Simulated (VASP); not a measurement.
# ZnSe (Stilleite) (F-43m) in VASP: further runs, part 3 of 3

VASP 6.6.1. The steps go on from the part before.

## (5) Dielectric tensor, LDA

INCAR

```
ALGO = Normal ; EDIFF = 1E-8
ENCUT = 350 ; GGA = CA
ISIF = 2 ; ISMEAR = 0
LASPH = True ; LCHARG = False
LEPSILON = True ; LREAL = False
LWAVE = False ; NELM = 100
PREC = Accurate ; SIGMA = 0.01
```

KPOINTS

```
k-points
0
Gamma
  12 12 12
```

POSCAR

```
ZnSe
1.0
    0.0000000000      2.8338000000      2.8338000000
    2.8338000000      0.0000000000      2.8338000000
    2.8338000000      2.8338000000      0.0000000000
Se Zn
1 1
Direct
    0.7500000000      0.7500000000      0.7500000000
    0.0000000000      0.0000000000      0.0000000000
```

Potentials or basis: VASP PAW LDA potentials, release 64 (Se, Zn).

Started as:

```console
$ cat potpaw_LDA.64/Se/POTCAR potpaw_LDA.64/Zn/POTCAR > POTCAR
$ mpirun -np 1 vasp_std > vasp.out
```

OUTCAR:

```text
EDIFF = 1E-8
   ENCUT = 350
   GGA = CA
   ISIF = 2
   ISMEAR = 0
   LASPH = True
   LEPSILON = True
   LREAL = False
   NELM = 100
   PREC = Accurate

 Found     72 irreducible k-points:

 Following reciprocal coordinates:
            Coordinates               Weight
  0.000000  0.000000  0.000000      1.000000
  0.083333  0.000000  0.000000      8.000000
  0.166667  0.000000  0.000000      8.000000
  0.250000  0.000000  0.000000      8.000000
  0.333333  0.000000  0.000000      8.000000
  0.416667  0.000000  0.000000      8.000000
   k-points           NKPTS =     72   k-points in BZ     NKDIM =     72   number of bands    NBANDS=     13
   number of dos      NEDOS =    301   number of ions     NIONS =      2
   total plane-waves  NPLWV =  13824
   dimension x,y,z NGX =    24 NGY =   24 NGZ =   24
   dimension x,y,z NGXF=    48 NGYF=   48 NGZF=   48
   ions per type =               1   1
   NGX,Y,Z   is equivalent  to a cutoff of   9.96,  9.96,  9.96 a.u.
   NGXF,Y,Z  is equivalent  to a cutoff of  19.91, 19.91, 19.91 a.u.
 SYSTEM =  unknown system
   PREC   = accura    normal or accurate (medium, high low for compatibility)
   ISTART =      0    job   : 0-new  1-cont  2-samecut
   ICHARG =      2    charge: 1-file 2-atom 10-const
   ISPIN  =      1    spin polarized calculation?
   LNONCOLLINEAR =      F non collinear calculations
   LSORBIT =      F    spin-orbit coupling
   LASPH  =      T    aspherical Exc in radial PAW
   ENCUT  =  350.0 eV  25.72 Ry    5.07 a.u.   6.11  6.11  6.11*2*pi/ulx,y,z
   NELM   =    100;   NELMIN=  2; NELMDL= -5     # of ELM steps
   EDIFF  = 0.1E-07   stopping-criterion for ELM
   LREAL  =      F    real-space projection
   EDIFFG = 0.1E-06   stopping-criterion for IOM
   NSW    =      0    number of steps for IOM
   IBRION =     -1    ionic relax: 0-MD 1-quasi-New 2-CG
   NFREE  =      0    steps in history (QN), initial steepest desc. (CG)
   ISIF   =      2    stress and relaxation
   ISYM   =      2    0-nonsym 1-usesym 2-fastsym
   POTIM  = 0.5000    time-step for ionic-motion
   TEBEG  =    0.0;   TEEND  =   0.0 temperature during run
   PSTRESS=    0.0 pullay stress
[... 170 lines left out ...]
          -0.000000    -0.000000     8.325179
 ------------------------------------------------------

 Free energy of the ion-electron system (eV)
  ---------------------------------------------------
  ---------------------------------------------------
  free energy    TOTEN  =        -0.90291475 eV

  energy without entropy =       -0.90291475

------------------------ aborting loop because EDIFF is reached ----------------------------------------

--------------------------------------- Ionic step        2  -------------------------------------------

------------------------ aborting loop because EDIFF is reached ----------------------------------------

--------------------------------------- Ionic step        3  -------------------------------------------

 Free energy of the ion-electron system (eV)
  ---------------------------------------------------
  ---------------------------------------------------
  free energy    TOTEN  =        -0.90291541 eV

  energy without entropy =       -0.90291541

------------------------ aborting loop because EDIFF is reached ----------------------------------------

 PIEZOELECTRIC TENSOR FIELD DIRECTION 3  (e Angst)
 -----------------------------------------------------------------------------
    -0.00079  2.00936  0.00000           (  0.00000 -0.02912  0.00000)
     2.00936 -0.00079  0.00000           ( -0.02912  0.00000  0.00000)
     0.00000  0.00000 -0.00074           (  0.00000  0.00000 -0.00000)

 PIEZOELECTRIC TENSOR FIELD DIRECTION 3  (C/m^2)
 -----------------------------------------------------------------------------
    -0.00028  0.70734  0.00000
     0.70734 -0.00028  0.00000
     0.00000  0.00000 -0.00026

 MACROSCOPIC STATIC DIELECTRIC TENSOR (including local field effects in DFT)
 ------------------------------------------------------
           7.797894    -0.000000    -0.000000
           0.000000     7.797894     0.000000
          -0.000000    -0.000000     7.797894
 ------------------------------------------------------

 PIEZOELECTRIC TENSOR (including local field effects)  for field in x, y, z        (e  Angst)
          XX          YY          ZZ          XY          YZ          ZX
  --------------------------------------------------------------------------------
  x     0.00000     0.00000    -0.00000     0.00000     2.01828    -0.00000
  y     0.00000     0.00000     0.00000     0.00000     0.00000     2.01828
  z     0.00000     0.00000     0.00000     2.01828     0.00000     0.00000

 PIEZOELECTRIC TENSOR (including local field effects)  for field in x, y, z        (C/m^2)
          XX          YY          ZZ          XY          YZ          ZX
  --------------------------------------------------------------------------------
  x     0.00000     0.00000    -0.00000     0.00000     0.71048    -0.00000
  y     0.00000     0.00000     0.00000     0.00000     0.00000     0.71048
  z     0.00000     0.00000     0.00000     0.71048     0.00000     0.00000

 BORN EFFECTIVE CHARGES (including local field effects) (in |e|, cummulative output)
 ---------------------------------------------------------------------------------
 ion    1
    1    -2.05601     0.00000     0.00000
    2     0.00000    -2.05601    -0.00000
    3     0.00000     0.00000    -2.05601
 ion    2
    1     2.05601     0.00000     0.00000
    2    -0.00000     2.05601     0.00000
    3    -0.00000    -0.00000     2.05601
```

stdout:

```text
POSCAR found type information on POSCAR SeZn
 POSCAR found :  2 types and       2 ions
 scaLAPACK will be used
 LDA part: xc-table for (Slater(with rela. corr.)+CA(PZ))
 , standard interpolation
 POSCAR, INCAR and KPOINTS ok, starting setup
 FFT: planning ... GRIDC
 FFT: planning ... GRID_SOFT
 FFT: planning ... GRID
 WAVECAR not read
 entering main loop
 Linear response reoptimize wavefunctions to high precision
 Linear response G [H, r] |phi>, progress :
  Direction:   1
 Linear response G [H, r] |phi>, progress :
  Direction:   2
 Linear response G [H, r] |phi>, progress :
  Direction:   3
 Linear response to external field (no local field effect), progress :
  Direction:   1
 dielectric tensor                  component  1 :     9.382     4.106     0.977
 Linear response to external field (no local field effect), progress :
  Direction:   2
 dielectric tensor                  component  2 :     4.105    10.157    -1.556
 Linear response to external field (no local field effect), progress :
  Direction:   3
 dielectric tensor                  component  3 :     0.981    -1.556     5.436
 Linear response to external field, progress :
  Direction:   1
 dielectric tensor                  component  1 :     7.798     1.526     0.845
 Linear response to external field, progress :
  Direction:   2
 dielectric tensor                  component  2 :     1.338     7.798     0.735
 Linear response to external field, progress :
  Direction:   3
 dielectric tensor                  component  3 :     1.097     1.273     7.798
 Born effective charges drift removed
```

Wall time 2.6 min (1 thread of Intel Xeon Platinum 8488C (Sapphire Rapids), shared host); peak memory 0.34 GiB.

The run converged, but some of its settings lie outside the range that counts as converged, so its numbers aren't taken as properties of the crystal.

What came out:

```yaml
Band_gap_on_the_k_mesh: 1.07 eV, direct
Electronic_dielectric_tensor_diagonal: 7.80
Born_charges_mean_of_the_diagonal: Se -2.06; Zn +2.06 e
```

## (6) Dielectric tensor, LDA

Changes to INCAR since step 5:

```diff
@@ -1,3 +1,3 @@
 ALGO = Normal ; EDIFF = 1E-8
-ENCUT = 350 ; GGA = CA
+ENCUT = 600 ; GGA = CA
 ISIF = 2 ; ISMEAR = 0
```

KPOINTS

```
k-points
0
Gamma
  10 10 10
```

POSCAR is that of step 5.

Potentials or basis: VASP PAW LDA potentials, release 64 (Se, Zn).

Started as:

```console
$ cat potpaw_LDA.64/Se/POTCAR potpaw_LDA.64/Zn/POTCAR > POTCAR
$ mpirun -np 1 vasp_std > vasp.out
```

OUTCAR:

```text
EDIFF = 1E-8
   ENCUT = 600
   GGA = CA
   ISIF = 2
   ISMEAR = 0
   LASPH = True
   LEPSILON = True
   LREAL = False
   NELM = 100
   PREC = Accurate

 Found     47 irreducible k-points:

 Following reciprocal coordinates:
            Coordinates               Weight
  0.000000  0.000000  0.000000      1.000000
  0.100000  0.000000  0.000000      8.000000
  0.200000  0.000000  0.000000      8.000000
  0.300000  0.000000  0.000000      8.000000
  0.400000  0.000000  0.000000      8.000000
  0.500000  0.000000  0.000000      4.000000
   k-points           NKPTS =     47   k-points in BZ     NKDIM =     47   number of bands    NBANDS=     13
   number of dos      NEDOS =    301   number of ions     NIONS =      2
   total plane-waves  NPLWV =  32768
   dimension x,y,z NGX =    32 NGY =   32 NGZ =   32
   dimension x,y,z NGXF=    64 NGYF=   64 NGZF=   64
   ions per type =               1   1
   NGX,Y,Z   is equivalent  to a cutoff of  13.27, 13.27, 13.27 a.u.
   NGXF,Y,Z  is equivalent  to a cutoff of  26.55, 26.55, 26.55 a.u.
 SYSTEM =  unknown system
   PREC   = accura    normal or accurate (medium, high low for compatibility)
   ISTART =      0    job   : 0-new  1-cont  2-samecut
   ICHARG =      2    charge: 1-file 2-atom 10-const
   ISPIN  =      1    spin polarized calculation?
   LNONCOLLINEAR =      F non collinear calculations
   LSORBIT =      F    spin-orbit coupling
   LASPH  =      T    aspherical Exc in radial PAW
   ENCUT  =  600.0 eV  44.10 Ry    6.64 a.u.   8.00  8.00  8.00*2*pi/ulx,y,z
   NELM   =    100;   NELMIN=  2; NELMDL= -5     # of ELM steps
   EDIFF  = 0.1E-07   stopping-criterion for ELM
   LREAL  =      F    real-space projection
   EDIFFG = 0.1E-06   stopping-criterion for IOM
   NSW    =      0    number of steps for IOM
   IBRION =     -1    ionic relax: 0-MD 1-quasi-New 2-CG
   NFREE  =      0    steps in history (QN), initial steepest desc. (CG)
   ISIF   =      2    stress and relaxation
   ISYM   =      2    0-nonsym 1-usesym 2-fastsym
   POTIM  = 0.5000    time-step for ionic-motion
   TEBEG  =    0.0;   TEEND  =   0.0 temperature during run
   PSTRESS=    0.0 pullay stress
[... 170 lines left out ...]
          -0.000000     0.000000     8.538846
 ------------------------------------------------------

 Free energy of the ion-electron system (eV)
  ---------------------------------------------------
  ---------------------------------------------------
  free energy    TOTEN  =        -0.93168125 eV

  energy without entropy =       -0.93168125

------------------------ aborting loop because EDIFF is reached ----------------------------------------

--------------------------------------- Ionic step        2  -------------------------------------------

------------------------ aborting loop because EDIFF is reached ----------------------------------------

--------------------------------------- Ionic step        3  -------------------------------------------

 Free energy of the ion-electron system (eV)
  ---------------------------------------------------
  ---------------------------------------------------
  free energy    TOTEN  =        -0.93168579 eV

  energy without entropy =       -0.93168579

------------------------ aborting loop because EDIFF is reached ----------------------------------------

 PIEZOELECTRIC TENSOR FIELD DIRECTION 3  (e Angst)
 -----------------------------------------------------------------------------
    -0.00104  2.02380  0.00000           (  0.00000 -0.03116  0.00000)
     2.02380 -0.00104  0.00000           ( -0.03116  0.00000  0.00000)
     0.00000  0.00000 -0.00007           (  0.00000  0.00000 -0.00000)

 PIEZOELECTRIC TENSOR FIELD DIRECTION 3  (C/m^2)
 -----------------------------------------------------------------------------
    -0.00037  0.71243  0.00000
     0.71243 -0.00037  0.00000
     0.00000  0.00000 -0.00002

 MACROSCOPIC STATIC DIELECTRIC TENSOR (including local field effects in DFT)
 ------------------------------------------------------
           8.014155    -0.000000    -0.000000
          -0.000000     8.014155     0.000000
           0.000000     0.000000     8.014155
 ------------------------------------------------------

 PIEZOELECTRIC TENSOR (including local field effects)  for field in x, y, z        (e  Angst)
          XX          YY          ZZ          XY          YZ          ZX
  --------------------------------------------------------------------------------
  x    -0.00000    -0.00000     0.00000     0.00000     2.03520     0.00000
  y    -0.00000     0.00000     0.00000     0.00000     0.00000     2.03520
  z     0.00000    -0.00000     0.00000     2.03520     0.00000     0.00000

 PIEZOELECTRIC TENSOR (including local field effects)  for field in x, y, z        (C/m^2)
          XX          YY          ZZ          XY          YZ          ZX
  --------------------------------------------------------------------------------
  x    -0.00000    -0.00000     0.00000     0.00000     0.71644     0.00000
  y    -0.00000     0.00000     0.00000     0.00000     0.00000     0.71644
  z     0.00000    -0.00000     0.00000     0.71644     0.00000     0.00000

 BORN EFFECTIVE CHARGES (including local field effects) (in |e|, cummulative output)
 ---------------------------------------------------------------------------------
 ion    1
    1    -2.06575     0.00000     0.00000
    2    -0.00000    -2.06575    -0.00000
    3    -0.00000    -0.00000    -2.06575
 ion    2
    1     2.06575     0.00000    -0.00000
    2     0.00000     2.06575     0.00000
    3     0.00000     0.00000     2.06575
```

It took 4.1 min on 1 thread of Intel Xeon Platinum 8488C (Sapphire Rapids), shared host; peak memory 0.41 GiB.

The run converged, but some of its settings lie outside the range that counts as converged, so its numbers aren't taken as properties of the crystal.

Results:

- Band gap on the k mesh: 1.07 eV, direct
- Electronic dielectric tensor (diagonal): 8.01
- Born charges (mean of the diagonal): Se -2.07; Zn +2.07 e

## (7) For comparison

An earlier run on the cell as given: functional PBE; potentials or basis VASP PAW PBE potentials, release 64 (Se, Zn); cutoff 520 eV; k mesh 8 × 8 × 8; occupations fermi-dirac, width 0.05 eV; no spin polarisation.

- Pressure: 2.3 GPa
- Band gap on the k mesh: 1.29 eV, direct
